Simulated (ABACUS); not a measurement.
# La (Im-3m) in ABACUS: further runs, part 2 of 2

ABACUS 3.10.1. Earlier steps stand in the parts before.

### Step 3. Equation of state, PBEsol, 36.02 Å³/atom (volume scaled by 0.94)

INPUT reads:

```
INPUT_PARAMETERS
suffix              La
calculation         scf
basis_type          pw
pseudo_dir          ./
symmetry            1
dft_functional      pbesol
ecutwfc             111
pseudo_rcut         10
nspin               1
nbands              10
ks_solver           dav
smearing_method     fd
smearing_sigma      0.00367493
scf_thr             1e-08
scf_nmax            100
mixing_type         broyden
mixing_beta         0.7
cal_force           1
cal_stress          1
kpar                4
```

STRU reads:

```
ATOMIC_SPECIES
La 138.9055 La.upf

LATTICE_CONSTANT
1.8897261246

LATTICE_VECTORS
-2.0804754144 2.0804754144 2.0804754144
2.0804754144 -2.0804754144 2.0804754144
2.0804754144 2.0804754144 -2.0804754144

ATOMIC_POSITIONS
Direct

La
0.0
1
0.0000000000 0.0000000000 0.0000000000 1 1 1
```

KPT reads:

```
K_POINTS
0
Gamma
7 7 7 0 0 0
```

Potentials or basis: PseudoDojo NC SR 0.5 PBE standard, plane waves.

Command:

```bash
$ OMP_NUM_THREADS=1 mpirun -np 4 abacus > log
```

running log:

```text
ABACUS v3.10.1

               Atomic-orbital Based Ab-initio Computation at UStc

 ------------------------------------------------------------------------------------

 READING GENERAL INFORMATION
                           global_out_dir = OUT.La/
                           global_in_card = INPUT
                               pseudo_dir = ./
                              orbital_dir =
                                    DSIZE = 4
                                    GSIZE = 1

 READING UNITCELL INFORMATION
                                    ntype = 1
                  lattice constant (Bohr) = 1.88973
              lattice constant (Angstrom) = 1

 READING ATOM TYPE 1
                               atom label = La
                      L=0, number of zeta = 1
                      L=1, number of zeta = 1
                      L=2, number of zeta = 1
             number of atom for this type = 1

                        TOTAL ATOM NUMBER = 1
DIRECT COORDINATES
    atom                   x                   y                   z     mag                  vx                  vy                  vz
taud_La1            0.0000000000        0.0000000000        0.0000000000  0.0000        0.0000000000        0.0000000000        0.0000000000

[... 275 lines left out ...]
 E_one_elec     -4.4667799022        -60.7736583811
 E_Hartree      6.9934923775         95.1513452530
 E_xc           -16.5981941235       -225.8300165894
 E_Ewald        -56.0020384267       -761.9468222185
 E_entropy(-TS) -0.0017785710        -0.0241986994
 E_descf        0.0000000000         0.0000000000
 E_exx          0.0000000000         0.0000000000
 E_Fermi        0.8439162454         11.4820695721
----------------------------------------------------------

 charge density convergence is achieved
 final etot is -953.42335064 eV
 EFERMI = 11.482069572 eV

 STATE ENERGY(eV) AND OCCUPATIONS    NSPIN == 1
 1/5 kpoint (Cartesian) = 0.0000 0.0000 0.0000 (4753 pws)
       1       -21.2570     0.00583090
       2       -4.16220     0.00583090
       3       -4.16220     0.00583090
       4       -4.16220     0.00583090
       5        8.28492     0.00583090
       6        12.9764    6.11630e-16
       7        12.9764    6.11630e-16
       8        12.9764    6.11630e-16
       9        13.8181    2.98912e-23
      10        13.8181    2.98912e-23
[... 37 lines left out ...]
 5/5 kpoint (Cartesian) = 0.034333 0.034333 -0.068666 (4808 pws)
       1       -21.1410       0.139942
       2       -4.93621       0.139942
       3       -4.38055       0.139942
       4       -4.24006       0.139942
       5        9.83591       0.139942
       6        11.7880    0.000307118
       7        11.9721    7.75414e-06
       8        13.0135    6.97711e-15
       9        13.3429    9.61304e-18
      10        13.4821    5.94440e-19

------------------------------------------------------------------------------------------
 TOTAL-FORCE (eV/Angstrom)
------------------------------------------------------------------------------------------
                       La1         0.0000000000         0.0000000000         0.0000000000
------------------------------------------------------------------------------------------

----------------------------------------------------------------
 TOTAL-STRESS (KBAR)
----------------------------------------------------------------
        -8.1585411226        -0.0000000000        -0.0000000000
        -0.0000000000        -8.1585411226         0.0000000000
         0.0000000000         0.0000000000        -8.1585411226
----------------------------------------------------------------
 TOTAL-PRESSURE: -8.158541 KBAR

 --------------------------------------------
 !FINAL_ETOT_IS -953.4233506354461269 eV
 --------------------------------------------
```

stdout:

```text
ABACUS v3.10.1
,Total thread number: 4,Local thread limit: 96

               Atomic-orbital Based Ab-initio Computation at UStc

 dft_functional readin is: pbesol
[... 34 lines left out ...]
 DA6     -9.53423351e+02  -1.19759213e-06   4.6098e-10   1.65
----------------------------------------------------------------
 TOTAL-STRESS (KBAR)
----------------------------------------------------------------
        -8.1585411226        -0.0000000000        -0.0000000000
        -0.0000000000        -8.1585411226         0.0000000000
         0.0000000000         0.0000000000        -8.1585411226
----------------------------------------------------------------
 TOTAL-PRESSURE: -8.158541 KBAR
```

It took 10 s on 4 MPI ranks of Intel Xeon Platinum 8259CL at 2.50GHz (Skylake/Cascade Lake), shared host; peak memory 0.36 GiB.

What came out:

```yaml
Free_energy: -953.4234 eV
Pressure: -0.8 GPa
Band_gap_on_the_k_mesh: none (metal or under the smearing width)
```

Caveat: the potentials were made for another functional, which shifts forces and pressure.

### Step 4. Equation of state, PBEsol, 37.55 Å³/atom (volume scaled by 0.98)

INPUT is that of step 3.

STRU reads:

```
ATOMIC_SPECIES
La 138.9055 La.upf

LATTICE_CONSTANT
1.8897261246

LATTICE_VECTORS
-2.1095767417 2.1095767417 2.1095767417
2.1095767417 -2.1095767417 2.1095767417
2.1095767417 2.1095767417 -2.1095767417

ATOMIC_POSITIONS
Direct

La
0.0
1
0.0000000000 0.0000000000 0.0000000000 1 1 1
```

KPT is that of step 3.

Command:

```bash
$ OMP_NUM_THREADS=1 mpirun -np 4 abacus > log
```

Run time: 9.3 s. Hardware: 4 MPI ranks of Intel Xeon Platinum 8259CL at 2.50GHz (Skylake/Cascade Lake), shared host; peak memory 0.36 GiB.

It converged, with:

```yaml
Free_energy: -953.4101 eV
Pressure: -1.9 GPa
Band_gap_on_the_k_mesh: none (metal or under the smearing width)
```

Caveat: the potentials were made for another functional, which shifts forces and pressure.

### Step 5. Equation of state, PBEsol, 39.09 Å³/atom (volume scaled by 1.02)

INPUT is that of step 4.

STRU reads:

```
ATOMIC_SPECIES
La 138.9055 La.upf

LATTICE_CONSTANT
1.8897261246

LATTICE_VECTORS
-2.1378965873 2.1378965873 2.1378965873
2.1378965873 -2.1378965873 2.1378965873
2.1378965873 2.1378965873 -2.1378965873

ATOMIC_POSITIONS
Direct

La
0.0
1
0.0000000000 0.0000000000 0.0000000000 1 1 1
```

KPT is that of step 4.

Command:

```bash
$ OMP_NUM_THREADS=1 mpirun -np 4 abacus > log
```

Wall time 9.8 s (4 MPI ranks of Intel Xeon Platinum 8259CL at 2.50GHz (Skylake/Cascade Lake), shared host); peak memory 0.4 GiB.

It converged, with:

| Property | Result |
| --- | --- |
| Free energy | -953.3872 eV |
| Pressure | -2.9 GPa |
| Band gap on the k mesh | none (metal or under the smearing width) |

Caveat: the potentials were made for another functional, which shifts forces and pressure.

### Step 6. Equation of state, PBEsol, 40.62 Å³/atom (volume scaled by 1.06)

INPUT is that of step 5.

STRU reads:

```
ATOMIC_SPECIES
La 138.9055 La.upf

LATTICE_CONSTANT
1.8897261246

LATTICE_VECTORS
-2.1654853927 2.1654853927 2.1654853927
2.1654853927 -2.1654853927 2.1654853927
2.1654853927 2.1654853927 -2.1654853927

ATOMIC_POSITIONS
Direct

La
0.0
1
0.0000000000 0.0000000000 0.0000000000 1 1 1
```

KPT is that of step 5.

Potentials or basis: PseudoDojo NC SR 0.5 PBE standard, plane waves.

Command:

```bash
$ OMP_NUM_THREADS=1 mpirun -np 4 abacus > log
```

Wall time 9.8 s (4 MPI ranks of Intel Xeon Platinum 8259CL at 2.50GHz (Skylake/Cascade Lake), shared host); peak memory 0.4 GiB.

Results (log left out):

```yaml
Free_energy: -953.3563 eV
Pressure: -3.6 GPa
Band_gap_on_the_k_mesh: none (metal or under the smearing width)
```

Caveat: the potentials were made for another functional, which shifts forces and pressure.

### Step 7. Equation of state, PBEsol

This step only gathers the single runs of the series.

Results:

| Item | Value |
| --- | --- |
| Equilibrium volume | 35.06 Å³/atom (rough: see the caveat) |
| Bulk modulus | 31 GPa (rough) |

Energy against volume, from the lowest point:
```
volume (Å³/atom)  energy (meV/atom)
          36.020               0.00
          37.553              13.24
          39.086              36.14
          40.619              67.04
```

Caveat: the minimum lies outside the volumes run; the potentials were made for another functional, which shifts forces and pressure.
